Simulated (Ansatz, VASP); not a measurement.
**HfO2: VASP beside Ansatz**

```xyz
3
Lattice="0.0000 2.5487 2.5487 2.5487 0.0000 2.5487 2.5487 2.5487 0.0000" Properties=species:S:1:pos:R:3 pbc="T T T"
Hf    0.0000    0.0000    0.0000
O     1.2744    1.2744    1.2744
O     3.8231    3.8231    3.8231
```

Alike in both runs: functional PBE; k mesh 11 × 11 × 11; occupations fermi-dirac, width 0.1 eV; no spin polarisation.

Ansatz relaxed the structure, and its values are those at the end. VASP's run is a single point on that final structure, the one shown.

```csv
,VASP,Ansatz
version,VASP 6.6.1,Ansatz 0.2.0
potentials or method,"VASP PAW PBE potentials, release 64 (Hf_pv, O)","PAW with Ansatz's default frozen-core files, scalar-relativistic"
plane-wave cutoff (eV),520,420
valence electrons in the cell,22,38
```

```tsv
	VASP	Ansatz	Ansatz less VASP
gap on the k mesh at the Fermi level (eV)	3.83	3.82	-0.010
pressure (GPa)	-3.6	0.0	+3.62
```

The two sets of potentials don't hold the same shells in valence.

Caveats: spin-orbit coupling is left out, which moves the levels of the heavy elements; an odd mesh through Γ misses points on the zone boundary, where band edges often lie.
